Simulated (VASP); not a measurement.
# GaAs (F-43m) in VASP: G0W0 quasiparticle levels with PBEsol

Aim: the G0W0 quasiparticle levels of GaAs with PBEsol.

Program: VASP 6.6.1. These are calculated values, not measurements. Logs are shortened: lines on timing, memory, paths and dates and some standing lists are left out, and cuts for length are marked.

### Step 1. Starting point

The structure is cubic, space group F-43m (No. 216). The conventional cell has a = 5.654 Å, b = 5.654 Å, c = 5.654 Å, α = 90.00°, β = 90.00°, γ = 90.00°. Ga (site symmetry -43m) is surrounded by 4 As at 2.45 Å. As (site symmetry -43m) is surrounded by 4 Ga at 2.45 Å.

### Step 2. G0W0 quasiparticle levels, PBEsol

Input file POSCAR:

```
GaAs
1.0
    0.0000000000      2.8268500000      2.8268500000
    2.8268500000      0.0000000000      2.8268500000
    2.8268500000      2.8268500000      0.0000000000
Ga As
1 1
Direct
    0.0000000000      0.0000000000      0.0000000000
    0.2500000000      0.2500000000      0.2500000000
```

Input file INCAR.step1:

```
SYSTEM = GaAs
PREC = Accurate
ENCUT = 450
EDIFF = 1E-8
ISMEAR = 0
SIGMA = 0.01
LREAL = .False.
LASPH = .True.
NELM = 100
ALGO = Normal
LWAVE = .True.
LCHARG = .False.
GGA = PS
KPAR = 8
```

Input file INCAR.step2:

```
SYSTEM = GaAs
PREC = Accurate
ENCUT = 450
EDIFF = 1E-8
ISMEAR = 0
SIGMA = 0.01
LREAL = .False.
LASPH = .True.
NELM = 1
ALGO = Exact
LWAVE = .True.
LCHARG = .False.
GGA = PS
NBANDS = 53
LOPTICS = .True.
ISTART = 1
KPAR = 8
```

Input file INCAR.step3:

```
SYSTEM = GaAs
PREC = Accurate
ENCUT = 450
EDIFF = 1E-8
ISMEAR = 0
SIGMA = 0.01
LREAL = .False.
LASPH = .True.
ALGO = EVGW0
LWAVE = .False.
LCHARG = .False.
GGA = PS
NELMGW = 1
NBANDS = 53
ENCUTGW = 80
NOMEGA = 50
PRECFOCK = Fast
ISTART = 1
NBANDSGW = 17
KPAR = 8
```

Input file KPOINTS:

```
Automatic mesh
0
Gamma
  4 4 4
  0 0 0
```

Potentials or basis: VASP PAW PBE potentials, release 64 (Ga_d_GW, As_GW).

Run with:

```sh
> cat potpaw_PBE.64/Ga_d_GW/POTCAR potpaw_PBE.64/As_GW/POTCAR > POTCAR
> cp INCAR.step1 INCAR
> mpirun -np 8 vasp_std > vasp.out
> cp INCAR.step2 INCAR
> mpirun -np 8 vasp_std > vasp.out
> cp INCAR.step3 INCAR
> mpirun -np 8 vasp_std > vasp.out
```

OUTCAR:

```text
SYSTEM = GaAs
   PREC = Accurate
   ENCUT = 450
   EDIFF = 1E-8
   ISMEAR = 0
   LREAL = .False.
   LASPH = .True.
   GGA = PS
   NELMGW = 1
   ENCUTGW = 80
   PRECFOCK = Fast
   ISTART = 1

 ion  position               nearest neighbor table
   1  0.000  0.000  0.000-   2 2.45   2 2.45   2 2.45   2 2.45
   2  0.250  0.250  0.250-   1 2.45   1 2.45   1 2.45   1 2.45

  LATTYP: Found a face centered cubic cell.
 ALAT       =     5.6537000000

  Lattice vectors:

 A1 = (   0.0000000000,   2.8268500000,   2.8268500000)
 A2 = (   2.8268500000,   0.0000000000,   2.8268500000)
 A3 = (   2.8268500000,   2.8268500000,   0.0000000000)

Analysis of symmetry for initial positions (statically):
=====================================================================
 Subroutine PRICEL returns:
 Original cell was already a primitive cell.

 Routine SETGRP: Setting up the symmetry group for a
 face centered cubic supercell.

 Subroutine GETGRP returns: Found 24 space group operations
 (whereof 24 operations were pure point group operations)
 out of a pool of 48 trial point group operations.

The static configuration has the point symmetry T_d .

Analysis of symmetry for dynamics (positions and initial velocities):
=====================================================================
 Subroutine PRICEL returns:
 Original cell was already a primitive cell.

 Routine SETGRP: Setting up the symmetry group for a
 face centered cubic supercell.

 Subroutine GETGRP returns: Found 24 space group operations
 (whereof 24 operations were pure point group operations)
 out of a pool of 48 trial point group operations.

The dynamic configuration has the point symmetry T_d .

 Subroutine INISYM returns: Found 24 space group operations
 (whereof 24 operations are pure point group operations),
 and found     1 'primitive' translations

----------------------------------------------------------------------------------------

                                     Primitive cell

  volume of cell :      45.1792

  direct lattice vectors                    reciprocal lattice vectors
     0.000000000  2.826850000  2.826850000    -0.176875321  0.176875321  0.176875321
     2.826850000  0.000000000  2.826850000     0.176875321 -0.176875321  0.176875321
     2.826850000  2.826850000  0.000000000     0.176875321  0.176875321 -0.176875321

  length of vectors
     3.997769609  3.997769609  3.997769609     0.306357042  0.306357042  0.306357042

  position of ions in fractional coordinates (direct lattice)
     0.000000000  0.000000000  0.000000000
     0.250000000  0.250000000  0.250000000

  ion indices of the primitive-cell ions
   primitive index   ion index
                 1           1
                 2           2

----------------------------------------------------------------------------------------

 KPOINTS: Automatic mesh

Automatic generation of k-mesh.
 Grid dimensions read from file:
 generate k-points for:    4    4    4

 Generating k-lattice:

  Cartesian coordinates                     Fractional coordinates (reciprocal lattice)
    -0.044218830  0.044218830  0.044218830     0.250000000  0.000000000  0.000000000
     0.044218830 -0.044218830  0.044218830     0.000000000  0.250000000  0.000000000
     0.044218830  0.044218830 -0.044218830     0.000000000  0.000000000  0.250000000

  Length of vectors
     0.076589260  0.076589260  0.076589260

  Shift w.r.t. Gamma in fractional coordinates (k-lattice)
     0.000000000  0.000000000  0.000000000

 Subroutine IBZKPT returns following result:
 ===========================================

 Found      8 irreducible k-points:

 Following reciprocal coordinates:
            Coordinates               Weight
  0.000000  0.000000  0.000000      1.000000
  0.250000  0.000000  0.000000      8.000000
  0.500000  0.000000  0.000000      4.000000
  0.250000  0.250000  0.000000      6.000000
  0.500000  0.250000  0.000000     24.000000
 -0.250000  0.250000  0.000000     12.000000
  0.500000  0.500000  0.000000      3.000000
 -0.250000  0.500000  0.250000      6.000000
   k-points           NKPTS =      8   k-points in BZ     NKDIM =     64   number of bands    NBANDS=     53
   number of dos      NEDOS =    301   number of ions     NIONS =      2
   total plane-waves  NPLWV =  21952
   dimension x,y,z NGX =    28 NGY =   28 NGZ =   28
   dimension x,y,z NGXF=    56 NGYF=   56 NGZF=   56
   ions per type =               1   1
   NGX,Y,Z   is equivalent  to a cutoff of  11.64, 11.64, 11.64 a.u.
   NGXF,Y,Z  is equivalent  to a cutoff of  23.29, 23.29, 23.29 a.u.
 SYSTEM =  GaAs
   PREC   = accura    normal or accurate (medium, high low for compatibility)
   ISTART =      1    job   : 0-new  1-cont  2-samecut
   ICHARG =      0    charge: 1-file 2-atom 10-const
   ISPIN  =      1    spin polarized calculation?
   LNONCOLLINEAR =      F non collinear calculations
   LSORBIT =      F    spin-orbit coupling
   LASPH  =      T    aspherical Exc in radial PAW
   ENCUT  =  450.0 eV  33.07 Ry    5.75 a.u.   6.91  6.91  6.91*2*pi/ulx,y,z
   NELM   =     60;   NELMIN=  2; NELMDL=  0     # of ELM steps
   EDIFF  = 0.1E-07   stopping-criterion for ELM
   LREAL  =      F    real-space projection
   EDIFFG = 0.1E-06   stopping-criterion for IOM
   NSW    =      0    number of steps for IOM
   IBRION =     -1    ionic relax: 0-MD 1-quasi-New 2-CG
   NFREE  =      0    steps in history (QN), initial steepest desc. (CG)
   ISIF   =      0    stress and relaxation
   ISYM   =      3    0-nonsym 1-usesym 2-fastsym
   POTIM  = 0.5000    time-step for ionic-motion
   TEBEG  =    0.0;   TEEND  =   0.0 temperature during run
   PSTRESS=    0.0 pullay stress
   NELECT =      18.0000    total number of electrons
   NUPDOWN=      -1.0000    fix difference up-down
   EMIN   =  10.00;   EMAX   =-10.00  energy-range for DOS
   EFERMI =   0.00;   METHOD = LEGACY
   ISMEAR =     0;   SIGMA  =   0.01  broadening in eV -4-tet -1-fermi 0-gaus
   EFERMI_NEDOS =   21; number of points for ismear=-14 and -15
   IALGO  =     38    algorithm
   IMIX   =      4    mixing-type and parameters
     AMIX     =   0.40;   BMIX     =  1.00
     AMIX_MAG =   1.60;   BMIX_MAG =  1.00
  volume/ion in A,a.u.               =      22.59       152.44
  Fermi-wavevector in a.u.,A,eV,Ry     =   1.204628  2.276417 19.743799  1.451128
  Thomas-Fermi vector in A             =   2.340347
   LORBIT       =      0    0 simple, 1 ext, 2 COOP (PROOUT), +10 PAW based schemes
   GGA     = PS    functional components
   LHFCALC =     T    Hartree Fock is set to
   PRECFOCK=fast      Normal, Fast or Accurate (Low or Medium for compatibility)
   ENCUT4O =  -1.0   cutoff for four orbital integrals eV
   NKREDX  =     1    reduce k-point grid by
   NKREDY  =     1    reduce k-point grid by
   NKREDZ  =     1    reduce k-point grid by
   AEXX    =    1.0000 exact exchange contribution
   HFSCREEN=    0.0000 screening length (either q_TF or 0.3 A-1)
   HFSCREENC=   0.0000 screening length for correlation (either q_TF or 0.3 A-1)
   ENCUTFOCK=  -1.0 apply spherical cutoff to Coloumb kernel
   IVDW    =     0    specifies the selected vdW correction
   LEPSILON=     F    determine dielectric tensor
   LRPA    =     F    only Hartree local field effects (RPA)
   LRPAFORCE           =     F    calculate RPA forces
   ENCUTGW             =  80.0    cutoff for response function in eV
   ENCUTGWSOFT         =  64.0    soft cutoff for Coulomb kernel in GW response function in eV
   ENCUTLF             =  -1.0    cutoff for local field effects
   NELMGW              =     1    number of iterations in solving QP/BSE equation
   NELMHF              =     1    number of iterations in the inner HF iteration
   NKREDLFX            =     1    NKREDLFY  =   1   NKREDLFZ  =   1
 non-spin polarized calculation
 Gauss-broadening in eV      SIGMA  =   0.01
  energy-cutoff  :      450.00
  volume of cell :       45.18
 maximum number of plane-waves:       992
  NGX = 16; NGY = 16; NGZ = 16
   NGX = 13   NGY = 13   NGZ = 13
 maximum number of plane-waves:        80
 NGX is ok and might be reduce to    14

 QP shifts <psi_nk| G(iteration)W_0 |psi_nk>: iteration 1
 for sc-GW calculations column KS-energies equals QP-energies in previous step
 and V_xc(KS)=  KS-energies - (<T + V_ion + V_H > + <T+V_H+V_ion>^1  + <V_x>^1)

 k-point   1 :       0.0000    0.0000    0.0000
  band No.  KS-energies  QP-energies   sigma(KS)   V_xc(KS)     V^pw_x(r,r')   Z            occupation Imag(sigma)

      1     -11.0683     -14.0243     -26.0425     -21.6768     -35.0124       0.6771       2.0000       0.2748
      2     -11.0683     -14.0243     -26.0425     -21.6768     -35.0124       0.6771       2.0000       0.2748
      3     -11.0683     -14.0243     -26.0425     -21.6768     -35.0124       0.6771       2.0000       0.2748
      4     -10.9898     -13.9734     -26.1746     -21.7772     -35.1218       0.6785       2.0000       0.2413
      5     -10.9898     -13.9734     -26.1746     -21.7772     -35.1218       0.6785       2.0000       0.2413
      6      -8.9883      -9.0971     -11.4157     -11.2436     -18.0814       0.6326       2.0000       1.0071
[... 9 lines left out ...]
     16      13.8287      14.0905      -9.5860      -9.9367      -4.5000       0.7467       0.0000      -0.3369
     17      15.1506      15.3317      -7.7144      -7.9553      -2.2225       0.7516       0.0000      -0.4427

 k-point   2 :       0.2500    0.0000    0.0000
  band No.  KS-energies  QP-energies   sigma(KS)   V_xc(KS)     V^pw_x(r,r')   Z            occupation Imag(sigma)

      1     -11.1108     -13.9956     -25.7176     -21.4501     -34.6665       0.6760       2.0000       0.2914
      2     -11.0570     -14.0187     -26.0686     -21.6987     -35.0393       0.6777       2.0000       0.2732
      3     -11.0570     -14.0187     -26.0686     -21.6987     -35.0393       0.6777       2.0000       0.2732
      4     -10.9895     -13.9785     -26.1740     -21.7779     -35.1239       0.6799       2.0000       0.2414
      5     -10.9895     -13.9785     -26.1740     -21.7779     -35.1239       0.6799       2.0000       0.2414
      6      -8.2913      -8.4520     -11.8570     -11.6136     -18.3053       0.6604       2.0000       0.9580
[... 9 lines left out ...]
     16      12.6946      12.9009      -8.9498      -9.2224      -3.9663       0.7571       0.0000      -0.3021
     17      15.5268      15.9171      -8.4902      -9.0089      -2.8768       0.7525       0.0000      -0.5340

 k-point   3 :       0.5000    0.0000    0.0000
  band No.  KS-energies  QP-energies   sigma(KS)   V_xc(KS)     V^pw_x(r,r')   Z            occupation Imag(sigma)
[... 85 lines left out ...]
      1     -11.1787     -13.9973     -25.4711     -21.2840     -34.4159       0.6732       2.0000       0.3043
      2     -11.0189     -14.0102     -26.1729     -21.7812     -35.1482       0.6811       2.0000       0.2691
      3     -11.0189     -14.0102     -26.1729     -21.7812     -35.1482       0.6811       2.0000       0.2691
      4     -11.0159     -13.9736     -26.0720     -21.7001     -35.0139       0.6765       2.0000       0.2462
      5     -10.9769     -13.9703     -26.1961     -21.8036     -35.1562       0.6815       2.0000       0.2407
      6      -6.4549      -6.5873     -12.6246     -12.4322     -18.4677       0.6880       2.0000       0.7625
[... 9 lines left out ...]
     16      17.0215      17.3250      -9.6177     -10.0223      -4.0598       0.7502       0.0000      -0.6117
     17      17.0215      17.3250      -9.6177     -10.0223      -4.0598       0.7502       0.0000      -0.6117

 k-point   8 :      -0.2500    0.5000    0.2500
  band No.  KS-energies  QP-energies   sigma(KS)   V_xc(KS)     V^pw_x(r,r')   Z            occupation Imag(sigma)

      1     -11.1656     -13.9815     -25.4786     -21.2950     -34.4271       0.6731       2.0000       0.3058
      2     -11.0374     -14.0192     -26.1261     -21.7404     -35.0949       0.6799       2.0000       0.2671
      3     -11.0238     -14.0007     -26.1334     -21.7521     -35.1054       0.6794       2.0000       0.2670
      4     -11.0008     -13.9811     -26.1479     -21.7577     -35.0973       0.6789       2.0000       0.2441
      5     -10.9858     -13.9694     -26.1712     -21.7814     -35.1262       0.6797       2.0000       0.2411
      6      -6.3949      -6.5327     -12.7510     -12.5506     -18.5984       0.6880       2.0000       0.7524
[... 9 lines left out ...]
     16      16.9469      17.3285      -9.1705      -9.6801      -3.3879       0.7486       0.0000      -0.6717
     17      17.3690      17.8519      -9.4815     -10.1300      -3.5727       0.7446       0.0000      -0.6806
```

Wall time 19 s (8 MPI ranks of Intel Xeon Platinum 8488C (Sapphire Rapids), shared host); peak memory 0.29 GiB.

Results:

| Property | Result |
| --- | --- |
| Band gap on the k mesh, mean-field level | 0.43 eV, direct |
| Quasiparticle gap | 1.39 eV |
| Least direct quasiparticle gap | 1.39 eV |

Caveat: the k mesh is coarse (spacing up to 0.48 Å⁻¹), so the values aren't converged; bands, screening cutoff and mesh are small and nothing is extrapolated, so the quasiparticle values aren't converged.
